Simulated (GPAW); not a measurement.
# TiB2 (P6/mmm) in GPAW: settings compared

One crystal, TiB2, is run at these levels: PBE, LDA+U, PBEsol; tasks: single point, relaxation of cell and atoms.

Everything below comes from runs of GPAW 26.7.0. Logs are shortened: lines on timing, memory, paths and dates and some standing lists are left out, and cuts for length are marked. The log counts tension as positive stress, the text compression.

## (1) The structure

It takes space group P6/mmm (No. 191, hexagonal). The conventional cell has a = 3.029 Å, b = 3.029 Å, c = 3.228 Å, α = 90.00°, β = 90.00°, γ = 120.00°. Around Ti (site symmetry 6/mmm) lie 12 B at 2.38 Å. B (site symmetry -6m2) has 3 B at 1.75 Å as nearest neighbours.

## (2) Single point, PBE

File run.py:

```python
from ase import Atoms
from ase.dft.bandgap import bandgap
from ase.io import write
from ase.units import GPa
from gpaw import GPAW, PW

atoms = Atoms(['Ti', 'B', 'B'],
              cell=[[3.0292, 0.0, 0.0],
                    [-1.5146, 2.6233641531, 0.0],
                    [0.0, 0.0, 3.2284]],
              scaled_positions=[[0.0, 0.0, 0.0],
                                [0.6666666667, 0.3333333333, 0.5],
                                [0.3333333333, 0.6666666667, 0.5]],
              pbc=True)

calc = GPAW(mode=PW(600),
            xc='PBE',
            kpts={'size': (8, 8, 7), 'gamma': True},
            occupations={'name': 'fermi-dirac', 'width': 0.05},
            nbands=20,
            maxiter=120,
            txt='gpaw.txt')
atoms.calc = calc
energy = atoms.get_potential_energy()
forces = atoms.get_forces()
stress = atoms.get_stress()
calc.write('gs.gpw')
write('result.traj', atoms)
print(f'Energy: {energy:.6f} eV')
print('Forces (eV/A):')
print(forces.round(4))
print('Stress (GPa):', (stress / GPa).round(3))
print('Fermi level:', round(calc.get_fermi_level(), 4), 'eV')
print(f'Gap: {bandgap(calc)[0]:.4f} eV, direct: {bandgap(calc, direct=True)[0]:.4f} eV')
```

Potentials or basis: GPAW PAW data sets (gpaw-data 1.2.1), pw.

Run with:

```bash
$ OMP_NUM_THREADS=1 python run.py
```

gpaw.txt:

```text
__  _  _
 | _ |_)|_||  |
 |__||  | ||/\| - 26.7.0

Input parameters:
  mode=PW(ecut=600.0),
  kpts=MonkhorstPack(size=(8, 8, 7), gamma=True),
  maxiter=120,
  nbands=20,
  occupations=Occupations(name='fermi-dirac', width=0.05),
  xc=XC(name='PBE')

Diagonalizing LCAO Hamiltonian
Converting LCAO to pw mode

         B  B

       Ti

Atoms  # Å, Bohr magnetons
|   | symbol |         x |        y |        z |    initial magnetic moments |
|---|--------|-----------|----------|----------|-----------------------------|
| 0 |     Ti |  0.000000 | 0.000000 | 0.000000 | ( 0.0000,  0.0000,  0.0000) |
| 1 |      B |  1.514600 | 0.874455 | 1.614200 | ( 0.0000,  0.0000,  0.0000) |
| 2 |      B | -0.000000 | 1.748909 | 1.614200 | ( 0.0000,  0.0000,  0.0000) |

Unit cell  # Å
| periodic |         x |        y |        z |  lengths |     angles |
|----------|-----------|----------|----------|----------|------------|
|      yes |  3.029200 | 0.000000 | 0.000000 | 3.029200 |  90.000000 |
|      yes | -1.514600 | 2.623364 | 0.000000 | 3.029200 |  90.000000 |
|      yes |  0.000000 | 0.000000 | 3.228400 | 3.228400 | 120.000000 |

Number of symmetries: 24
Symmetry operations  # r_c * U_cc + t_c -> r_c
|    | kind |            matrix            |
|----|------|------------------------------|
|  0 |  σ   |  1, 1, 0,  0,-1, 0,  0, 0, 1 |
|  1 |  C2  |  1, 1, 0,  0,-1, 0,  0, 0,-1 |
|  2 |  C6  |  1, 1, 0, -1, 0, 0,  0, 0, 1 |
|  3 |  S6  |  1, 1, 0, -1, 0, 0,  0, 0,-1 |
|  4 |  E   |  1, 0, 0,  0, 1, 0,  0, 0, 1 |
|  5 |  σ   |  1, 0, 0,  0, 1, 0,  0, 0,-1 |
|  6 |  σ   |  1, 0, 0, -1,-1, 0,  0, 0, 1 |
|  7 |  C2  |  1, 0, 0, -1,-1, 0,  0, 0,-1 |
|  8 |  σ   |  0, 1, 0,  1, 0, 0,  0, 0, 1 |
|  9 |  C2  |  0, 1, 0,  1, 0, 0,  0, 0,-1 |
| 10 |  C3  |  0, 1, 0, -1,-1, 0,  0, 0, 1 |
| 11 |  S3  |  0, 1, 0, -1,-1, 0,  0, 0,-1 |
| 12 |  C6  |  0,-1, 0,  1, 1, 0,  0, 0, 1 |
| 13 |  S6  |  0,-1, 0,  1, 1, 0,  0, 0,-1 |
| 14 |  σ   |  0,-1, 0, -1, 0, 0,  0, 0, 1 |
| 15 |  C2  |  0,-1, 0, -1, 0, 0,  0, 0,-1 |
| 16 |  σ   | -1, 0, 0,  1, 1, 0,  0, 0, 1 |
| 17 |  C2  | -1, 0, 0,  1, 1, 0,  0, 0,-1 |
| 18 |  C2  | -1, 0, 0,  0,-1, 0,  0, 0, 1 |
| 19 |  i   | -1, 0, 0,  0,-1, 0,  0, 0,-1 |
| 20 |  C3  | -1,-1, 0,  1, 0, 0,  0, 0, 1 |
| 21 |  S3  | -1,-1, 0,  1, 0, 0,  0, 0,-1 |
| 22 |  σ   | -1,-1, 0,  0, 1, 0,  0, 0, 1 |
| 23 |  C2  | -1,-1, 0,  0, 1, 0,  0, 0,-1 |

BZ-sampling:
  Number of BZ points: 448
  Number of IBZ points: 40

  Monkhorst-Pack size: [8, 8, 7]
  Monkhorst-Pack shift: [0.0625, 0.0625, 0.0]

K-points  # in reciprocal-cell coordinates
|     |                                coordinates |     weight |
|-----|--------------------------------------------|------------|
|   0 | (  0.00000000,   0.00000000,   0.00000000) | 0.00223214 |
|   1 | (  0.00000000,   0.00000000,   0.14285714) | 0.00446429 |
|   2 | (  0.00000000,   0.00000000,   0.28571429) | 0.00446429 |
|   3 | (  0.00000000,   0.00000000,   0.42857143) | 0.00446429 |
|   4 | (  0.12500000,   0.00000000,   0.00000000) | 0.01339286 |
|   5 | (  0.12500000,   0.00000000,   0.14285714) | 0.02678571 |
|   6 | (  0.12500000,   0.00000000,   0.28571429) | 0.02678571 |
|   7 | (  0.12500000,   0.00000000,   0.42857143) | 0.02678571 |
|   8 | (  0.25000000,  -0.12500000,   0.00000000) | 0.01339286 |
|   9 | (  0.25000000,  -0.12500000,   0.14285714) | 0.02678571 |
| ... |                                            |            |
|  39 | (  0.50000000,   0.50000000,   0.42857143) | 0.01339286 |

Plane wave coefficients: 869
Cutoff: 600.0 eV

Spin-components: 1 (collinear spins)
Bands:           20
Projectors:      16
Spin-degeneracy: 2
Datatype:        complex128

Parallelization:
  kpt:    1
  domain: 1
  band:   1

Density:
  Valence electrons: 18.0
  Components: 1
  Grid points: [18 18 20]
  Charge: 0.0  # |e|

Potential:
  Grid points: [18 18 20]

species:
  Ti:
    name:    Titanium
    Z:       22.0
    valence: 12
    core:    10
    charge:  0.0  # [|e|]
    compensation charges:
      type: gauss
      rc: 0.38  # [Å]
      lmax: 2
    cutoffs:
      filter: 2.23  # [Å]
      core: 1.02  # [Å]
    projectors
    | kind |    occ | energy [eV] | rcut [Å] |
    |------|--------|-------------|----------|
    |   3s |  2.000 |     -62.623 |    1.270 |
    |   4s |  2.000 |      -4.466 |    1.270 |
    |   3p |  6.000 |     -38.862 |    1.058 |
    |   4p |  0.000 |      -1.466 |    1.058 |
    |   3d |  2.000 |      -4.258 |    1.058 |
    |    d |        |      22.953 |    1.058 |

    Using partial waves for Ti as LCAO basis

  B:
    name:    Boron
    Z:       5.0
    valence: 3
    core:    2
    charge:  0.0  # [|e|]
    compensation charges:
      type: gauss
      rc: 0.20  # [Å]
      lmax: 2
    cutoffs:
      filter: 1.14  # [Å]
      core: 1.38  # [Å]
    projectors
    | kind |    occ | energy [eV] | rcut [Å] |
    |------|--------|-------------|----------|
    |   2s |  2.000 |      -9.443 |    0.635 |
    |   2p |  1.000 |      -3.606 |    0.635 |
    |    s |        |      17.768 |    0.635 |
    |    p |        |      23.605 |    0.635 |
    |    d |        |       0.000 |    0.635 |

    Using partial waves for B as LCAO basis

Reference energy: -24562.993416  # eV

eigensolver:
  PPCG
  Converge bands: occupied
  niter=2

density mixing:
  MSR1-Mixer
  Pratt-step length: 0.05
  Maximum mixing coefficient: 0.75
  Old densities: 10
  SVD Regularization: 0.005
  Good broyden scale: 1.0
  Trust region scale: 1.0
  Backstep threshold: 4.0
  History deletion threshold: 6.0
  Fourier metric: weight=20.0, sigma=0.015

occupation numbers:
  Fermi-Dirac:
    width: 0.0500  # eV

poisson solver:
  ecut: 4800.0  # eV

xc functional:
  name: PBE with 2 nearest neighbor stencil

convergence criteria:
- Maximum [total energy] change in last 3 cyles: 0.0005 eV / valence electron
- Maximum integral of absolute [dens]ity change: 0.0001 electrons / valence electron
- Maximum integral of absolute [eigenst]ate change: 4e-08 eV^2 / valence electron
maximum number of iterations: 120

SCF iterations
|iter     | |      energy | eigst |  dens |
|---------|-|-------------|-------|-------|
|iter:   1| |  -25.018339 | +0.15 |       |
|iter:   2| |  -24.455974 | -2.47 | -0.93 |
|iter:   3| |  -23.245279 | -1.29 | -1.00 |
|iter:   4| |  -23.230767 | -2.65 | -1.72 |
|iter:   5| |  -23.238338 | -3.22 | -1.99 |
|iter:   6| |  -23.238282c| -4.12 | -2.56 |
|iter:   7| |  -23.238277c| -5.42 | -3.16 |
|iter:   8| |  -23.238277c| -7.23 | -4.10c|
|iter:   9| |  -23.238278c| -8.59c| -4.73c|

Converged in 9 steps
Energy contributions relative to reference atoms: (reference = -24562.993416)

Energy contributions:
  Kinetic:          20.718606
  Coulomb:         -18.828241
  Zero:              0.042123
  External:          0.000000
  Xc:              -25.170472
  Entropy:          -0.000587
  Spinorbit:         0.000000
  ----------------------------
  Free energy:     -23.238571
  Extrapolated:    -23.238278

dipole moment: (-4.821335, -8.350797, -10.276772)  # |e|*Ang

Fermi level: 11.532
Eigenvalues  # (at kpt = [0.000, 0.000, 0.000])
| band index |      eig [eV] | occ [0-2] |
|------------|---------------|-----------|
|          0 |       -45.456 |     2.000 |
|          1 |       -21.826 |     2.000 |
|          2 |       -21.505 |     2.000 |
|          3 |       -21.505 |     2.000 |
|          4 |        -2.034 |     2.000 |
|          5 |         8.867 |     2.000 |
[... 9 lines left out ...]
|         15 |        18.390 |     0.000 |
|         16 |        20.591 |     0.000 |
|        ... |               |           |
|         19 |        35.445 |     0.000 |

No gap
No difference between direct/indirect transitions

Forces  # eV/Ang
|        x |        y |       z |
|----------|----------|---------|
| -0.00000 |  0.00000 | 0.00000 |  # Ti   0
|  0.00000 | -0.00000 | 0.00000 |  # B    1
|  0.00000 |  0.00000 | 0.00000 |  # B    2

Stress tensor  # eV/Ang^3
|         x |         y |        z |
|-----------|-----------|----------|
| -0.005150 | -0.000000 | 0.000000 |
| -0.000000 | -0.005150 | 0.000000 |
|  0.000000 |  0.000000 | 0.005216 |

# Writing to gs.gpw (mode='')
```

stdout:

```text
Energy: -23.238278 eV
Forces (eV/A):
[[-0.  0.  0.]
 [ 0. -0.  0.]
 [ 0.  0.  0.]]
Stress (GPa): [-0.825 -0.825  0.836  0.     0.    -0.   ]
Fermi level: 11.5322 eV
Gap: 0.0000 eV, direct: 0.0000 eV
```

Wall time 8.9 s (1 thread of Intel Xeon 6975P-C (Granite Rapids), shared host); peak memory 0.15 GiB.

What came out:

```yaml
Free_energy: -23.2386 eV
Pressure: 0.3 GPa
Band_gap_on_the_k_mesh: none (metal or under the smearing width)
```

Levels at points of the mesh, in eV from the Fermi level:
```csv
k point,band 6,band 7,band 8,band 9,band 10,band 11,band 12,band 13
"(0.00, 0.00, 0.00)",-2.67,-2.67,-2.40,-2.17,1.84,1.84,3.60,3.60
"(0.50, 0.50, 0.00)",-9.30,-3.34,-3.28,-2.32,1.29,2.70,3.17,3.29
```

Caveat: the cutoff is short for stress and forces, so pressures can be off by a GPa or more.

## (3) Single point, LDA+U

File run.py:

```python
from ase.dft.bandgap import bandgap
from ase.io import read, write
from ase.units import GPa
from gpaw import GPAW, PW, setup_paths

setup_paths.insert(0, '.')

atoms = read('TiB2.xyz')

calc = GPAW(mode=PW(600),
            xc='LDA',
            kpts={'size': (8, 8, 7), 'gamma': True},
            occupations={'name': 'fermi-dirac', 'width': 0.05},
            setups={'Ti': ':d,8.0'},
            nbands=20,
            maxiter=120,
            txt='gpaw.txt')
atoms.calc = calc
energy = atoms.get_potential_energy()
forces = atoms.get_forces()
stress = atoms.get_stress()
calc.write('gs.gpw')
write('result.traj', atoms)
print(f'Energy: {energy:.6f} eV')
print('Forces (eV/A):')
print(forces.round(4))
print('Stress (GPa):', (stress / GPa).round(3))
print('Fermi level:', round(calc.get_fermi_level(), 4), 'eV')
print(f'Gap: {bandgap(calc)[0]:.4f} eV, direct: {bandgap(calc, direct=True)[0]:.4f} eV')
```

File TiB2.xyz:

```xyz
3
Lattice="3.0292000000 0.0000000000 0.0000000000 -1.5146000000 2.6233641531 0.0000000000 0.0000000000 0.0000000000 3.2284000000" Properties=species:S:1:pos:R:3 pbc="T T T"
Ti     0.0000000000      0.0000000000      0.0000000000
B      1.5146000002      0.8744547176      1.6142000000
B     -0.0000000002      1.7489094355      1.6142000000
```

Potentials or basis: PAW data sets generated in the run's folder for this functional, pw.

Run with:

```bash
$ gpaw-setup -f LDA B Ti
$ OMP_NUM_THREADS=1 python run.py
```

Wall time 30 s (1 thread of Intel Xeon at 2.50GHz (Skylake/Cascade Lake), shared host); peak memory 0.15 GiB.

The run converged. Its results:

```
Free energy            : -19.3970 eV
Pressure               : -0.6 GPa
Band gap on the k mesh : none (metal or under the smearing width)
```

Stress tensor (GPa, compression positive):
```
-1.89  0.00  0.00
 0.00 -1.89  0.00
 0.00  0.00  1.93
```

Levels at points of the mesh, in eV from the Fermi level:
| k point | band 7 | band 8 | band 9 | band 10 | band 11 | band 12 |
| --- | --- | --- | --- | --- | --- | --- |
| (0.00, 0.00, 0.00) | -3.06 | -3.06 | -2.29 | 2.21 | 2.21 | 3.57 |
| (0.50, 0.50, 0.00) | -4.00 | -3.57 | -2.48 | 1.59 | 2.51 | 2.95 |

Caveat: the cutoff is short for stress and forces, so pressures can be off by a GPa or more; U without spin polarisation on a metal has little footing; the U is typed as a test and isn't derived for this compound.

## (4) Relaxation of cell and atoms, PBEsol

File run.py:

```python
from ase import Atoms
from ase.filters import FrechetCellFilter
from ase.io import write
from ase.optimize import BFGS
from gpaw import GPAW, PW, setup_paths

setup_paths.insert(0, '.')

atoms = Atoms(['Ti', 'B', 'B'],
              cell=[[3.0292, 0.0, 0.0],
                    [-1.5146, 2.6233641531, 0.0],
                    [0.0, 0.0, 3.2284]],
              scaled_positions=[[0.0, 0.0, 0.0],
                                [0.6666666667, 0.3333333333, 0.5],
                                [0.3333333333, 0.6666666667, 0.5]],
              pbc=True)

calc = GPAW(mode=PW(800),
            xc='PBEsol',
            kpts={'size': (7, 7, 6), 'gamma': True},
            occupations={'name': 'fermi-dirac', 'width': 0.05},
            nbands=20,
            convergence={'density': 1e-05, 'forces': 0.0001},
            maxiter=150,
            txt='gpaw.txt')
atoms.calc = calc
opt = BFGS(FrechetCellFilter(atoms), trajectory='relax.traj', logfile='-')
done = opt.run(fmax=0.02, steps=60)
calc.write('gs.gpw')
write('result.traj', atoms)
print('Converged:', done)
print('Cell:', atoms.cell.cellpar().round(4))
print('Volume:', round(atoms.get_volume(), 4))
print(atoms.get_scaled_positions().round(5))
```

Run with:

```bash
$ gpaw-setup -f PBEsol B Ti
$ OMP_NUM_THREADS=1 python run.py
```

Run time: 56 s. Hardware: 1 thread of Arm Neoverse V2, shared host; peak memory 0.24 GiB.

Results (log left out):

```
Free energy                            : -24.7490 eV
Relaxed volume                         : 8.39 Å³/atom
Relaxed cell                           : a = 3.020 Å, b = 3.020 Å, c = 3.185 Å, α = 90.00°, β = 90.00°, γ = 120.00°
Space group after relaxing (to 0.05 Å) : P6/mmm (No. 191)
Energy gained by relaxing              : 2.6 meV/atom
Ionic steps                            : 5
Pressure after relaxing                : 0.0 GPa
Band gap on the k mesh                 : none (metal or under the smearing width)
```

The path:
```tsv
step	energy change (eV)	largest force (eV/Å)	pressure (GPa)	volume (Å³)
1	0.0000	0.0000	-4.65	25.66
2	-0.0024	0.0000	-3.79	25.56
3	-0.0070	0.0000	0.44	25.14
4	-0.0071	0.0000	0.36	25.14
5	-0.0077	0.0000	0.00	25.16
```

Final structure:
```
CELL_PARAMETERS angstrom
3.02016 0.00000 0.00000
-1.51008 2.61554 0.00000
0.00000 0.00000 3.18539
ATOMIC_POSITIONS crystal
Ti 0.00000 0.00000 0.00000
B 0.66667 0.33333 0.50000
B 0.33333 0.66667 0.50000
```

Levels at points of the mesh, in eV from the Fermi level:
| k point | band 7 | band 8 | band 9 | band 10 | band 11 | band 12 |
| --- | --- | --- | --- | --- | --- | --- |
| (0.00, 0.00, 0.00) | -2.60 | -2.10 | -2.06 | 2.07 | 2.07 | 3.95 |
| (0.00, 0.00, 0.50) | -0.47 | -0.47 | -0.15 | -0.15 | 0.55 | 0.55 |

Caveat: later steps reuse the first step's grids.

## (5) Relaxation of cell and atoms, PBEsol, target pressure 2 GPa, at which the enthalpy is minimised

run.py: that of step 4 with these lines changed.

```diff
@@ -4,2 +4,3 @@
 from ase.optimize import BFGS
+from ase.units import GPa
 from gpaw import GPAW, PW, setup_paths
@@ -26,3 +27,3 @@
 atoms.calc = calc
-opt = BFGS(FrechetCellFilter(atoms), trajectory='relax.traj', logfile='-')
+opt = BFGS(FrechetCellFilter(atoms, scalar_pressure=2 * GPa), trajectory='relax.traj', logfile='-')
 done = opt.run(fmax=0.02, steps=60)
```

Run with:

```bash
$ gpaw-setup -f PBEsol B Ti
$ OMP_NUM_THREADS=1 python run.py
```

Wall time 58 s (1 thread of Arm Neoverse V2, shared host); peak memory 0.24 GiB.

The run converged. Its results:

| Item | Value |
| --- | --- |
| Free energy | -24.7474 eV |
| Relaxed volume | 8.33 Å³/atom |
| Relaxed cell | a = 3.014 Å, b = 3.014 Å, c = 3.176 Å, α = 90.00°, β = 90.00°, γ = 120.00° |
| Space group after relaxing (to 0.05 Å) | P6/mmm (No. 191) |
| Energy change on relaxing (the enthalpy is what falls) | -2.0 meV/atom |
| Ionic steps | 5 |
| Pressure after relaxing | 1.9 GPa |
| Band gap on the k mesh | none (metal or under the smearing width) |

Stress tensor (GPa, compression positive):
```
1.94 0.00 0.00
0.00 1.94 0.00
0.00 0.00 1.84
```

Step by step:
| step | energy change (eV) | largest force (eV/Å) | pressure (GPa) | volume (Å³) |
| --- | --- | --- | --- | --- |
| 1 | 0.0000 | 0.0000 | -4.65 | 25.66 |
| 2 | -0.0031 | 0.0000 | -3.40 | 25.53 |
| 3 | -0.0047 | 0.0000 | 2.46 | 24.95 |
| 4 | -0.0051 | 0.0000 | 2.31 | 24.97 |
| 5 | -0.0061 | 0.0000 | 1.91 | 24.99 |

Final structure:
```yaml
crystal:
  lattice:
    - [3.01371, 0.00000, 0.00000]
    - [-1.50686, 2.60995, 0.00000]
    - [0.00000, 0.00000, 3.17650]
  atoms:
    - { symbol: Ti, position: [0.00000, 0.00000, 0.00000] }
    - { symbol: B, position: [0.66667, 0.33333, 0.50000] }
    - { symbol: B, position: [0.33333, 0.66667, 0.50000] }
```

Levels at points of the mesh, in eV from the Fermi level:
| k point | band 6 | band 7 | band 8 | band 9 | band 10 | band 11 | band 12 | band 13 |
| --- | --- | --- | --- | --- | --- | --- | --- | --- |
| (0.00, 0.00, 0.00) | -2.62 | -2.62 | -2.09 | -2.08 | 2.10 | 2.10 | 3.99 | 3.99 |
| (0.00, 0.00, 0.50) | -7.61 | -0.47 | -0.47 | -0.15 | -0.15 | 0.55 | 0.55 | 1.95 |

Caveat: later steps reuse the first step's grids.

(Continued in part 2 of 2.)
